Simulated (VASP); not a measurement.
# Al (Fm-3m) in VASP: a series of runs, part 2 of 2

VASP 6.6.1. Earlier steps stand in the parts before.

## Step 4: Single point, PBEsol

This run uses another cell than the first one, of 16.19 Å³/atom, 0.975 times its volume.

Contents of INCAR:

```
PREC = Accurate
ENCUT = 520
EDIFF = 1E-7
ISMEAR = 0
SIGMA = 0.1
LREAL = F
LASPH = T
NELM = 100
ALGO = Normal
ISIF = 2
LWAVE = F
LCHARG = F
GGA = PS
```

Contents of KPOINTS:

```
regular mesh
0
Gamma
  18 18 18
```

Contents of POSCAR:

```
Al                                      
1.0
    0.0000000000      2.0080141416      2.0080141416
    2.0080141416      0.0000000000      2.0080141416
    2.0080141416      2.0080141416      0.0000000000
  Al            
     1
Direct
     0.0000000000000000    0.0000000000000000    0.0000000000000000
```

Potentials or basis: VASP PAW PBE potentials, release 64 (Al).

Started as:

```console
> cat potpaw_PBE.64/Al/POTCAR > POTCAR
> mpirun -np 1 vasp_std > vasp.out
```

OUTCAR:

```text
PREC = Accurate
   ENCUT = 520
   EDIFF = 1E-7
   ISMEAR = 0
   LREAL = F
   LASPH = T
   NELM = 100
   ISIF = 2
   GGA = PS

 ion  position               nearest neighbor table
   1  0.000  0.000  0.000-

  LATTYP: Found a face centered cubic cell.
 ALAT       =     4.0160282832

  Lattice vectors:

 A1 = (   0.0000000000,   2.0080141416,   2.0080141416)
 A2 = (   2.0080141416,   0.0000000000,   2.0080141416)
 A3 = (   2.0080141416,   2.0080141416,   0.0000000000)

Analysis of symmetry for initial positions (statically):
=====================================================================
 Subroutine PRICEL returns:
 Original cell was already a primitive cell.

 Routine SETGRP: Setting up the symmetry group for a
 face centered cubic supercell.

 Subroutine GETGRP returns: Found 48 space group operations
 (whereof 48 operations were pure point group operations)
 out of a pool of 48 trial point group operations.

The static configuration has the point symmetry O_h .

Analysis of symmetry for dynamics (positions and initial velocities):
=====================================================================
 Subroutine PRICEL returns:
 Original cell was already a primitive cell.

 Routine SETGRP: Setting up the symmetry group for a
 face centered cubic supercell.

 Subroutine GETGRP returns: Found 48 space group operations
 (whereof 48 operations were pure point group operations)
 out of a pool of 48 trial point group operations.

The dynamic configuration has the point symmetry O_h .

 Subroutine INISYM returns: Found 48 space group operations
 (whereof 48 operations are pure point group operations),
 and found     1 'primitive' translations

----------------------------------------------------------------------------------------

                                     Primitive cell

  volume of cell :      16.1931

  direct lattice vectors                    reciprocal lattice vectors
     0.000000000  2.008014142  2.008014142    -0.249002230  0.249002230  0.249002230
     2.008014142  0.000000000  2.008014142     0.249002230 -0.249002230  0.249002230
     2.008014142  2.008014142  0.000000000     0.249002230  0.249002230 -0.249002230

  length of vectors
     2.839760832  2.839760832  2.839760832     0.431284514  0.431284514  0.431284514

  position of ions in fractional coordinates (direct lattice)
     0.000000000  0.000000000  0.000000000

  ion indices of the primitive-cell ions
   primitive index   ion index
                 1           1

----------------------------------------------------------------------------------------

 KPOINTS: regular mesh

Automatic generation of k-mesh.
 Grid dimensions read from file:
 generate k-points for:   18   18   18

 Generating k-lattice:

  Cartesian coordinates                     Fractional coordinates (reciprocal lattice)
    -0.013833457  0.013833457  0.013833457     0.055555556  0.000000000  0.000000000
     0.013833457 -0.013833457  0.013833457     0.000000000  0.055555556  0.000000000
     0.013833457  0.013833457 -0.013833457     0.000000000  0.000000000  0.055555556

  Length of vectors
     0.023960251  0.023960251  0.023960251

  Shift w.r.t. Gamma in fractional coordinates (k-lattice)
     0.000000000  0.000000000  0.000000000

 Subroutine IBZKPT returns following result:
 ===========================================

 Found    195 irreducible k-points:

 Following reciprocal coordinates:
            Coordinates               Weight
  0.000000  0.000000  0.000000      1.000000
  0.055556  0.000000  0.000000      8.000000
  0.111111  0.000000  0.000000      8.000000
  0.166667  0.000000  0.000000      8.000000
  0.222222  0.000000  0.000000      8.000000
  0.277778  0.000000  0.000000      8.000000
[... 16 lines left out ...]
 -0.277778  0.055556  0.000000     24.000000
 -0.222222  0.055556  0.000000     24.000000
 [... further k-points ...]
   k-points           NKPTS =    195   k-points in BZ     NKDIM =    195   number of bands    NBANDS=      5
   number of dos      NEDOS =    301   number of ions     NIONS =      1
   total plane-waves  NPLWV =  13824
   dimension x,y,z NGX =    24 NGY =   24 NGZ =   24
   dimension x,y,z NGXF=    48 NGYF=   48 NGZF=   48
   ions per type =               1
   NGX,Y,Z   is equivalent  to a cutoff of  14.05, 14.05, 14.05 a.u.
   NGXF,Y,Z  is equivalent  to a cutoff of  28.10, 28.10, 28.10 a.u.
 SYSTEM =  unknown system
   PREC   = accura    normal or accurate (medium, high low for compatibility)
   ISTART =      0    job   : 0-new  1-cont  2-samecut
   ICHARG =      2    charge: 1-file 2-atom 10-const
   ISPIN  =      1    spin polarized calculation?
   LNONCOLLINEAR =      F non collinear calculations
   LSORBIT =      F    spin-orbit coupling
   LASPH  =      T    aspherical Exc in radial PAW
   ENCUT  =  520.0 eV  38.22 Ry    6.18 a.u.   5.28  5.28  5.28*2*pi/ulx,y,z
   NELM   =    100;   NELMIN=  2; NELMDL= -5     # of ELM steps
   EDIFF  = 0.1E-06   stopping-criterion for ELM
   LREAL  =      F    real-space projection
   EDIFFG = 0.1E-05   stopping-criterion for IOM
   NSW    =      0    number of steps for IOM
   IBRION =     -1    ionic relax: 0-MD 1-quasi-New 2-CG
   NFREE  =      0    steps in history (QN), initial steepest desc. (CG)
   ISIF   =      2    stress and relaxation
   ISYM   =      2    0-nonsym 1-usesym 2-fastsym
   POTIM  = 0.5000    time-step for ionic-motion
   TEBEG  =    0.0;   TEEND  =   0.0 temperature during run
   PSTRESS=    0.0 pullay stress
   NELECT =       3.0000    total number of electrons
   NUPDOWN=      -1.0000    fix difference up-down
   EMIN   =  10.00;   EMAX   =-10.00  energy-range for DOS
   EFERMI =   0.00;   METHOD = LEGACY
   ISMEAR =     0;   SIGMA  =   0.10  broadening in eV -4-tet -1-fermi 0-gaus
   EFERMI_NEDOS =   21; number of points for ismear=-14 and -15
   IALGO  =     38    algorithm
   IMIX   =      4    mixing-type and parameters
     AMIX     =   0.40;   BMIX     =  1.00
     AMIX_MAG =   1.60;   BMIX_MAG =  1.00
  volume/ion in A,a.u.               =      16.19       109.28
  Fermi-wavevector in a.u.,A,eV,Ry     =   0.933265  1.763616 11.850460  0.870984
  Thomas-Fermi vector in A             =   2.059949
   LORBIT       =      0    0 simple, 1 ext, 2 COOP (PROOUT), +10 PAW based schemes
   GGA     = PS    functional components
   LHFCALC =     F    Hartree Fock is set to
   AEXX    =    0.0000 exact exchange contribution
   IVDW    =     0    specifies the selected vdW correction
   LEPSILON=     F    determine dielectric tensor
   LRPA    =     F    only Hartree local field effects (RPA)
 non-spin polarized calculation
 Gauss-broadening in eV      SIGMA  =   0.10
  energy-cutoff  :      520.00
  volume of cell :       16.19
 maximum number of plane-waves:       448
 NGX is ok and might be reduce to    24
   NGX = 11   NGY = 11   NGZ = 11

 number of electron       3.0000000 magnetization

 Free energy of the ion-electron system (eV)
  ---------------------------------------------------
  ext. energy  EPLUGINS =         0.00000000
  ---------------------------------------------------
  free energy    TOTEN  =        -4.09067964 eV

  energy without entropy =       -4.08769231  energy(sigma->0) =       -4.08918598

 E-fermi :   8.1372     XC(G=0): -10.3254

 val. band max:        8.1230970818   @ k =  -0.2778   0.2778   0.0556
 cond. band min:       8.1459733660   @ k =  -0.4444   0.3333   0.1111
 fundamental gap:      0.0228762842
 Fermi energy:         8.1371898372

 k-point     1 :       0.0000    0.0000    0.0000
  band No.  band energies     occupation
      1      -3.1134      2.00000
      2      20.8458      0.00000
      3      20.8458      0.00000
      4      20.8458      0.00000
      5      22.4801      0.00000

 k-point     2 :       0.0556    0.0000    0.0000
  band No.  band energies     occupation
      1      -3.0284      2.00000
      2      19.3444      0.00000
      3      20.5518      0.00000
      4      20.5518      0.00000
      5      22.9072      0.00000
[... 169 lines left out ...]
 k-point    24 :      -0.2222    0.0556    0.0000
  band No.  band energies     occupation
      1      -1.4525      2.00000
      2      12.0232      0.00000
      3      17.5335      0.00000
      4      20.4112      0.00000
      5      22.1694      0.00000

 [... further k-points ...]

------------------------ aborting loop because EDIFF is reached ----------------------------------------

  FORCE on cell =-STRESS in cart. coord.  units (eV):
  Direction    XX          YY          ZZ          XY          YZ          ZX
  --------------------------------------------------------------------------------------
  -------------------------------------------------------------------------------------
  Total        0.0002212      0.0002212      0.0002212     -0.0000000      0.0000000      0.0000000
  in kB        0.0218823      0.0218823      0.0218823     -0.0000000      0.0000000      0.0000000
  external PRESSURE =       0.0218823 kB  Pullay stress =       0.0000000 kB

 VOLUME and BASIS-vectors are now :
 -----------------------------------------------------------------------------
  energy-cutoff  :      520.00
  volume of cell :       16.19
      direct lattice vectors                 reciprocal lattice vectors
     0.000000000  2.008014142  2.008014142    -0.249002230  0.249002230  0.249002230
     2.008014142  0.000000000  2.008014142     0.249002230 -0.249002230  0.249002230
     2.008014142  2.008014142  0.000000000     0.249002230  0.249002230 -0.249002230

 POSITION                                       TOTAL-FORCE (eV/Angst)
 -----------------------------------------------------------------------------------
      0.00000      0.00000      0.00000         0.000000      0.000000      0.000000
 -----------------------------------------------------------------------------------
    total drift:                                0.000000     -0.000000     -0.000000

  FREE ENERGIE OF THE ION-ELECTRON SYSTEM (eV)
  ---------------------------------------------------
  free  energy   TOTEN  =        -4.0906796433 eV

  energy  without entropy=       -4.0876923114  energy(sigma->0) =       -4.08918598
```

OSZICAR:

```text
N       E                     dE             d eps       ncg     rms          rms(c)
DAV:   1    -0.197770886997E+01   -0.19777E+01   -0.85943E+02  2045   0.326E+02
DAV:   2    -0.410211901175E+01   -0.21244E+01   -0.19136E+01  2575   0.306E+01
DAV:   3    -0.411940618430E+01   -0.17287E-01   -0.17252E-01  2505   0.342E+00
DAV:   4    -0.411946819781E+01   -0.62014E-04   -0.62009E-04  2665   0.194E-01
DAV:   5    -0.411946857743E+01   -0.37963E-06   -0.38052E-06  2615   0.124E-02    0.143E+00
DAV:   6    -0.410229435796E+01    0.17174E-01   -0.21079E-03  2335   0.307E-01    0.811E-01
DAV:   7    -0.409069489689E+01    0.11599E-01   -0.57809E-03  2290   0.490E-01    0.171E-01
DAV:   8    -0.409068072397E+01    0.14173E-04   -0.31291E-05  2490   0.582E-02    0.113E-02
DAV:   9    -0.409067993387E+01    0.79009E-06   -0.54559E-07  2610   0.535E-03    0.152E-03
DAV:  10    -0.409067967646E+01    0.25741E-06   -0.44685E-09  1815   0.685E-04    0.141E-03
DAV:  11    -0.409067964333E+01    0.33136E-07   -0.31744E-10  1230   0.166E-04
   1 F= -.40906796E+01 E0= -.40891860E+01  d E =-.298733E-02
```

Wall time 6.7 s (1 thread of Intel Xeon Platinum 8488C (Sapphire Rapids), shared host); peak memory 0.14 GiB.

What came out:

```yaml
Free_energy: -4.0907 eV
Pressure: 0.0 GPa
Band_gap_on_the_k_mesh: none (metal or under the smearing width)
```

Caveat: the PAW data sets were made with another functional, which shifts forces and pressure a little.

## Step 5: Single point, PBEsol (a relaxed cell with its volume scaled by 0.97)

INCAR is that of step 4.

KPOINTS is that of step 4.

Contents of POSCAR:

```
Al                                      
1.0
    0.0000000000      1.9877297836      1.9877297836
    1.9877297836      0.0000000000      1.9877297836
    1.9877297836      1.9877297836      0.0000000000
  Al            
     1
Direct
     0.0000000000000000    0.0000000000000000    0.0000000000000000
```

Started as:

```console
> cat potpaw_PBE.64/Al/POTCAR > POTCAR
> mpirun -np 1 vasp_std > vasp.out
```

It took 6.1 s on 1 thread of Intel Xeon Platinum 8488C (Sapphire Rapids), shared host; peak memory 0.14 GiB.

The run converged. Its results:

```yaml
Free_energy: -4.0868 eV
Pressure: 2.6 GPa
Band_gap_on_the_k_mesh: none (metal or under the smearing width)
```

Levels at points of the mesh, in eV from the Fermi level:
| k point | band 1 | band 2 | band 3 | band 4 | band 5 |
| --- | --- | --- | --- | --- | --- |
| (0.00, 0.00, 0.00) | -11.47 | 12.88 | 12.88 | 12.88 | 14.75 |
| (0.50, 0.00, 0.00) | -4.78 | -4.44 | 11.67 | 11.67 | 11.94 |
| (0.50, 0.50, 0.00) | -3.03 | -1.62 | 5.27 | 5.83 | 5.83 |

Caveat: the PAW data sets were made with another functional, which shifts forces and pressure a little.

## Step 6: Summary

| task | cell | gap on the mesh (eV) | pressure (GPa) |
| --- | --- | --- | --- |
| relaxation of cell and atoms | relaxed | none | 0.0 |
| single point | as given | none | 0.0 |
| single point | a relaxed cell with its volume scaled by 0.97 | none | 2.6 |

Alike in all rows: level PBEsol; potentials or basis VASP PAW PBE potentials, release 64 (Al); no spin polarisation; k mesh 18 × 18 × 18; cutoff (eV) 520; smearing gaussian 0.1 eV.

Caveats: the PAW data sets were made with another functional, which shifts forces and pressure a little; the relaxation stopped at its first step, so nothing moved (some runs).

Absolute energies hang on the potentials; compare differences alone.
